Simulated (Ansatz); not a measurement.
BaTiO3:

```
Ba Ti O
1.0
     2.82737    1.63238    2.31839
    -2.82737    1.63238    2.31839
     0.00000   -3.26476    2.31839
Ba Ti O
1 1 3
Direct
  0.00000 0.00000 0.00000
  0.48450 0.48450 0.48450
  0.50860 0.01750 0.50860
  0.01750 0.50860 0.50860
  0.50860 0.50860 0.01750
```

Base run:

| Quantity | Value |
| --- | --- |
| Program | Ansatz 0.2.0 |
| Functional | LDA |
| Potentials or basis | all-electron LAPW, scalar-relativistic |
| Cutoff | 408 eV (chosen from the basis error) |
| Basis error allowed | 0.002 eV/atom |
| k mesh | 7 × 7 × 7 |
| Occupations | fermi-dirac, width 0.05 eV |
| Spin | no spin polarisation |

Its results: band gap on the k mesh 2.41 eV, indirect (least direct gap 2.70 eV); pressure -5.9 GPa; largest force 0.162 eV/Å.

Q: The run is repeated on the same cell with these changes: functional from LDA to PBEsol. What comes out?

A: Band gap on the k mesh 2.45 eV, indirect (least direct gap 2.75 eV); pressure -1.2 GPa; largest force 0.144 eV/Å.

PBEsol binds less tightly than LDA, so the same cell stands under more pressure.

Caveats: spin-orbit coupling is left out, which moves the levels of the heavy elements.

A k mesh can miss the band edges.
